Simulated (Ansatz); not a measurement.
TaN, DFT, PBE, all-electron LAPW, scalar-relativistic (Ansatz 0.2.0), run on 1 thread of Arm Neoverse V2 on a shared host.

The geometry is COD entry 2310957, unchecked; take it as a test cell. The listed cell was then made from it by scaling, straining or moving an atom.

Command: `ansatz run input.yaml --threads 1 --pin off --max-ram 3072MiB --backend cpu --events-out ev --progress --plain --runs-dir out`

```yaml
crystal:
  lattice:
    - [0.04358, 2.20079, 2.20079]
    - [2.20079, 0.04358, 2.20079]
    - [2.20079, 2.20079, 0.04358]
  atoms:
    - { symbol: Ta, position: [0.5, 0.5, 0.5] }
    - { symbol: "N", position: [0.0, 0.0, 0.0] }
kpoints:
  mp_grid: { grid: [9, 9, 9] }
  band_path:
    path:
      - [0.0, 0.0, 0.0]
      - [0.5, 0.5, 0.5]
      - [0.2451701269, 0.5, 0.7548298731]
      - [-0.2451701269, 0.2451701269, 0.5]
      - [0.0, 0.0, 0.5]
      - [0.0, 0.0, 0.0]
      - [-0.3725850634, 0.0, 0.3725850634]
      - [0.0, 0.3725850634, 0.6274149366]
      - [0.0, 0.5, 0.5]
    npoints: 5
scf:
  occupations: { method: fermi_dirac, width: 0.02 }
hamiltonian:
  xc: pbe
  pseudopotentials: { kind: all_electron, lapw: { basis_error: 0.0005 } }
output:
  forces: true
  stress: true
  eigenvalues: true
```

**Question.** How large is the problem that the program sets up?

**Answer.** 85 irreducible k-points, 345 plane waves at Γ, 30 bands.

**Question.** Estimate the wall time and the peak memory.

**Answer.** 26 s of wall time for 10 SCF iterations, with a peak of 0.47 GiB. Times on shared machines scatter by tens of per cent.
